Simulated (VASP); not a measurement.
# K₈Br₇: saddle point by the improved dimer method

K₈Br₇, defect, 15 atoms in the cell. PBE, improved dimer method; PAW potentials Br, K_sv (PBE set).

Path: a Br atom hops into a neighbouring Br vacancy; Length of the hop (Å): 4.667; Charge of the cell: 1; Atoms free in the vibrations (from 0): 0, 7, 8, 10, 12.

## Input

INCAR.step1:
```
PREC = Accurate ; ENCUT = 300
EDIFF = 1E-7 ; ISMEAR = 0
SIGMA = 0.05 ; LREAL = F
LASPH = T ; NELM = 100
ALGO = Normal ; LWAVE = F
LCHARG = F ; ISYM = 0
NELECT = 120.0 ; KPAR = 4
IBRION = 2 ; NSW = 100
ISIF = 2 ; EDIFFG = -0.005
POTIM = 0.5
```

INCAR.step2, as INCAR.step1 but for:
```
- EDIFF = 1E-7
- EDIFFG = -0.005
+ EDIFF = 1E-6
+ EDIFFG = -0.02
```

INCAR.step3, as INCAR.step2 but for:
```
- IBRION = 2
- NSW = 100
- ISIF = 2
- POTIM = 0.5
+ IBRION = 44
+ NSW = 300
```

INCAR.step4, as INCAR.step3 but for:
```
- EDIFF = 1E-6
- IBRION = 44
- NSW = 300
- EDIFFG = -0.02
+ EDIFF = 1E-7
+ IBRION = 5
+ NFREE = 2
+ POTIM = 0.015
+ NSW = 1
```

KPOINTS:
```
k-points
0
Gamma
  2 2 2
```

POSCAR.step1:
```
K8Br7
1.0
    0.0000000000      6.6000000000      6.6000000000
    6.6000000000      0.0000000000      6.6000000000
    6.6000000000      6.6000000000      0.0000000000
Br K
7 8
Direct
    0.2500000000      0.2500000000      0.7500000000
    0.2500000000      0.7500000000      0.2500000000
    0.2500000000      0.7500000000      0.7500000000
    0.7500000000      0.2500000000      0.2500000000
    0.7500000000      0.2500000000      0.7500000000
    0.7500000000      0.7500000000      0.2500000000
    0.7500000000      0.7500000000      0.7500000000
    0.0000000000      0.0000000000      0.0000000000
    0.0000000000      0.0000000000      0.5000000000
    0.0000000000      0.5000000000      0.0000000000
    0.0000000000      0.5000000000      0.5000000000
    0.5000000000      0.0000000000      0.0000000000
    0.5000000000      0.0000000000      0.5000000000
    0.5000000000      0.5000000000      0.0000000000
    0.5000000000      0.5000000000      0.5000000000
```

POSCAR.step2:
```
K8Br7
1.0
    0.0000000000      6.6000000000      6.6000000000
    6.6000000000      0.0000000000      6.6000000000
    6.6000000000      6.6000000000      0.0000000000
Br K
7 8
Direct
    0.2500000000      0.2500000000      1.2500000000
    0.2500000000      0.7500000000      0.2500000000
    0.2500000000      0.7500000000      0.7500000000
    0.7500000000      0.2500000000      0.2500000000
    0.7500000000      0.2500000000      0.7500000000
    0.7500000000      0.7500000000      0.2500000000
    0.7500000000      0.7500000000      0.7500000000
    0.0000000000      0.0000000000      0.0000000000
    0.0000000000      0.0000000000      0.5000000000
    0.0000000000      0.5000000000      0.0000000000
    0.0000000000      0.5000000000      0.5000000000
    0.5000000000      0.0000000000      0.0000000000
    0.5000000000      0.0000000000      0.5000000000
    0.5000000000      0.5000000000      0.0000000000
    0.5000000000      0.5000000000      0.5000000000
```

POSCAR.step3:
```
K8Br7                                   
1.0
    0.0000000000      6.6000000000      6.6000000000
    6.6000000000      0.0000000000      6.6000000000
    6.6000000000      6.6000000000      0.0000000000
Br K
7 8
Direct
    0.2438635572      0.2574033853      0.5151089121
    0.2500383608      0.7532744245      0.2635755115
    0.2512085282      0.7422068685      0.7666588302
    0.7485459962      0.2543481454      0.2707077655
    0.7440397770      0.2487966880      0.7689220095
    0.7508777369      0.7483993153      0.2648812882
    0.7482002309      0.7518732604      0.7702493222
   -0.0083328469      0.9946976718      1.0273425026
    0.9979608438      0.9957709189      0.5198669915
    0.9914697213      0.5115677155      1.0132834232
    0.9627580330      0.5399163385      0.5141728167
    0.5103648425      0.9916657812      1.0155822587
    0.5438297269      0.9532620934      0.5160116493
    0.5100737481      0.5041813990      1.0069540804
    0.5051356398      0.5070477178      0.5089604154

   -0.6792769573     -0.6792768415     -0.0000000606
    0.0485195441      0.0485199457     -0.0000000136
    0.0485196985      0.0485200408      0.0000000758
    0.0485196239      0.0485198214      0.0000000875
    0.0485197794      0.0485199534      0.0000000942
    0.0485196873      0.0485197945     -0.0000000443
    0.0485196645      0.0485197593     -0.0000000500
    0.0485201732      0.0485194930     -0.0303285527
    0.0485206042      0.0485195693      0.0309037700
    0.0788491258      0.0794230967      0.0000003517
    0.0176161346      0.0181910627     -0.0000002049
    0.0794221803      0.0788485056      0.0000005801
    0.0181905683      0.0176169622     -0.0000010136
    0.0485199899      0.0485192303     -0.0309032188
    0.0485201835      0.0485196065      0.0303281992
```

POSCAR.step4:
```
K8Br7
1.0
    0.0000000000      6.6000000000      6.6000000000
    6.6000000000      0.0000000000      6.6000000000
    6.6000000000      6.6000000000      0.0000000000
Br K
7 8
Selective dynamics
Direct
    0.2495303240      0.2501752552      0.5170140246  T T T
    0.2294306210      0.7896072292      0.2569504009  F F F
    0.2706538045      0.7108602191      0.7757238892  F F F
    0.7889845494      0.2289497142      0.2572419251  F F F
    0.7109358801      0.2717378420      0.7751041640  F F F
    0.7496086600      0.7499642284      0.2380042467  F F F
    0.7504228166      0.7507488915      0.7937954514  F F F
    0.0082342061      0.0085774936      0.9767715531  T T T
    0.0088000227      0.0093603908      0.5384994000  T T T
    0.0006067507      0.4991139002      0.0161612611  F F F
    0.9361175699      0.5655984976      0.5152429634  T T T
    0.4993639548      0.0014679612      0.0156279366  F F F
    0.5641094917      0.9348347939      0.5166450035  T T T
    0.4918789384      0.4920960274      0.0555886400  F F F
    0.4913563059      0.4913192791      0.4939069172  F F F
```

POSCAR.step5:
```
K8Br7
1.0
    0.0000000000      6.6000000000      6.6000000000
    6.6000000000      0.0000000000      6.6000000000
    6.6000000000      6.6000000000      0.0000000000
Br K
7 8
Selective dynamics
Direct
    0.2499999985      0.2499999850      0.7500000465  T T T
    0.2499999626      0.7500000296      0.2500000331  F F F
    0.2499999520      0.7500000152      0.7500000028  F F F
    0.7499999884      0.2499999690      0.2500000455  F F F
    0.7499999996      0.2499999830      0.7500000035  F F F
    0.7499999659      0.7499999908      0.2500000163  F F F
    0.7499999937      0.7499999955      0.7500000251  F F F
    0.0000001222      0.9999998514      0.9999999812  T T T
    0.9893846032      0.9893848452      0.5106151117  T T T
    0.9893847590      0.5106152457      0.9893847247  F F F
    0.9893849622      0.5106151040      0.5106151707  T T T
    0.5106149662      0.9893848325      0.9893848511  F F F
    0.5106152741      0.9893849218      0.5106152472  T T T
    0.5106152401      0.5106152769      0.9893848528  F F F
    0.5000002122      0.4999999545      0.4999998878  F F F
```

Commands (each step's output is kept before the next begins):
```
cat potpaw_PBE.64/Br/POTCAR potpaw_PBE.64/K_sv/POTCAR > POTCAR
cp INCAR.step1 INCAR
cp POSCAR.step1 POSCAR
mpirun -np 8 vasp_std > vasp.out
cp INCAR.step2 INCAR
cp POSCAR.step2 POSCAR
mpirun -np 8 vasp_std > vasp.out
# the block under the positions in POSCAR is the starting axis: the straight line between the two relaxed ends
cp INCAR.step3 INCAR
cp POSCAR.step3 POSCAR
mpirun -np 8 vasp_std > vasp.out
# POSCAR: the saddle point
cp INCAR.step4 INCAR
cp POSCAR.step4 POSCAR
mpirun -np 8 vasp_std > vasp.out
# POSCAR: the relaxed minimum
cp POSCAR.step5 POSCAR
mpirun -np 8 vasp_std > vasp.out
```

## Result

- Barrier (eV): 0.671
- Barrier with zero-point energies (eV): 0.666
- Imaginary frequency (cm⁻¹): 40
- Imaginary modes at the saddle: 1
- Attempt frequency (THz): 11.9
- Force evaluations of the dimer: 72
- Largest force left (eV/Å): 0.0151
- Ionic steps, all stages: 145
- Electronic steps, all stages: 1015

Vibrations (cm⁻¹; a negative value is imaginary):

| Mode | Minimum | Saddle |
|---|---|---|
| 1 | 132 | 206 |
| 2 | 126 | 193 |
| 3 | 124 | 134 |
| 4 | 123 | 123 |
| 5 | 109 | 122 |
| 6 | 109 | 113 |
| 7 | 104 | 97 |
| 8 | 102 | 93 |
| 9 | 101 | 82 |
| 10 | 98 | 70 |
| 11 | 94 | 68 |
| 12 | 94 | 62 |
| 13 | 70 | 48 |
| 14 | 67 | 22 |
| 15 | 61 | -40 |

Harmonic rate, classical:

| Temperature (K) | Jumps per second |
|---|---|
| 300 | 63 |
| 600 | 2.8e+07 |
| 900 | 2.1e+09 |

The cell is BrK (16 atoms) with one Br atom missing.

Limits: the cell holds 15 atoms, so the vacancy or interstitial meets its own images and the barrier isn't that of a lone defect; the cell is charged against a uniform background; the barrier compares two equally charged cells; the attempt frequency counts the hopping atom and the four atoms nearest to it, while all others are held.

VASP 6.6.1 took 1477 s on 8 cores (AMD EPYC 9R45 (Zen 5)), a shared host.
